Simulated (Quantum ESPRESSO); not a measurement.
Input of a Quantum ESPRESSO 7.5 run:

pw.in

```
&CONTROL
  calculation = 'vc-relax'
  prefix = 'pwscf'
  outdir = './tmp'
  pseudo_dir = './pseudo'
  tprnfor = .true.
  tstress = .true.
  disk_io = 'low'
  nstep = 40
  forc_conv_thr = 0.0004
  etot_conv_thr = 1d-05
/
&SYSTEM
  ibrav = 0
  nat = 3
  ntyp = 1
  ecutwfc = 84
  nbnd = 26
  input_dft = 'vdw-df2-b86r'
  occupations = 'smearing'
  smearing = 'fd'
  degauss = 0.00367493
/
&ELECTRONS
  conv_thr = 6d-10
  electron_maxstep = 120
  mixing_beta = 0.5
/
&IONS
  ion_dynamics = 'bfgs'
/
&CELL
  cell_dynamics = 'bfgs'
  press = 0
  press_conv_thr = 0.3
/
ATOMIC_SPECIES
Ti    47.8670 Ti.upf
CELL_PARAMETERS angstrom
   4.5673748306    0.0000000000    0.0000000000
  -2.2836874153    3.9554626319    0.0000000000
   0.0000000000    0.0000000000    2.8262442700
ATOMIC_POSITIONS angstrom
Ti     2.2836874155    1.3184875438    1.4131221350
Ti    -0.0000000002    2.6369750881    1.4131221350
Ti     0.0000000000    0.0000000000    0.0000000000
K_POINTS automatic
6 6 8 0 0 0
```

Potentials or basis: PseudoDojo 0.4.1 SR PBE standard.

Command:

```bash
$ OMP_NUM_THREADS=1 pw.x -in pw.in > pw.out
```

(1) What does it give for the relaxed cell?

(2) Estimate the relaxed volume.

(3) Estimate the space group after relaxing (to 0.05 Å).

(4) What does it give for the band gap on the k mesh?

## Answers

(1) a = 4.544 Å, b = 4.544 Å, c = 2.811 Å, α = 90.00°, β = 90.00°, γ = 120.00°.

(2) 16.75 Å³/atom.

(3) P6/mmm (No. 191).

(4) none (metal or under the smearing width).

Caveat: the potentials were made for another functional, which shifts forces and pressure.
